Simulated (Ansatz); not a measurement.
`CC(=O)[O][GeH3]` + `C[SiH2]O` → `C[SiH2][O][GeH3]` + acetic acid at 600 K and 1 bar (ligand exchange at a Ge–O bond).

Calculated with Ansatz (gas phase, PBE0-D4/def2-TZVP geometries, no zero-point term in ΔE). CCSD(T)/CBS is the MP2 limit (def2-TZVPP, def2-QZVPP) plus CCSD(T) − MP2 in def2-TZVPP, frozen cores. This one scheme is used for every species. For Ge outer-core shells are correlated without core-valence functions, which leaves a few kJ/mol of doubt a bond. Scalar relativity is left out up to krypton. Each species was taken in one conformer, which may not be the lowest.

| species | CCSD(T)/CBS energy (Eh) | H − E (kJ/mol) | S (J/(mol·K)) |
| --- | --- | --- | --- |
| `CC(=O)[O][GeH3]` | -2306.19992 | 259.9 | 443.6 |
| `C[SiH2]O` | -405.96945 | 226.2 | 370.0 |
| `C[SiH2][O][GeH3]` | -2483.29571 | 283.3 | 484.4 |
| `CC(=O)O` | -228.87529 | 204.1 | 348.2 |

H − E and S are ideal-gas, rigid-rotor, harmonic terms from PBE0-D4/def2-TZVP, for one conformer and one mirror image of each species. 1 Eh = 2625.50 kJ/mol, R = 8.31446 J/(mol·K).

By hand: ΔE, ΔH, ΔS and ΔG.

ΔE = (-2483.29571) + (-228.87529) − (-2306.19992) − (-405.96945) = -0.00163 Eh = -4.3 kJ/mol. Δ(H − E) = 283.3 + 204.1 − 259.9 − 226.2 = 1.3, so ΔH = -3.0 kJ/mol. ΔS = 484.4 + 348.2 − 443.6 − 370.0 = 19.0 J/(mol·K). ΔG = -3.0 − 600 × (19.0)/1000 = -14.4 kJ/mol.

By hand: the equilibrium constant, and the temperature at which ΔG would vanish if ΔH and ΔS stayed fixed.

log₁₀ K = −ΔG/(RT ln 10) = 1.3. ΔH and −TΔS have one sign here, so there is no such temperature.

TΔS isn't small against ΔH here. A doubt of 5 kJ/mol in ΔE shifts log₁₀ K by 0.4 here. Other conformers and mirror images would add mixing entropy, several J/(mol·K) or more a flexible species. Modes under 60 cm⁻¹, often nearly free rotors, make the harmonic entropy too high. These are equilibria of isolated gas molecules and say nothing of rates. Largest T1 diagnostic: 0.015 (customary marks: 0.02 for closed shells, 0.045 for open ones).
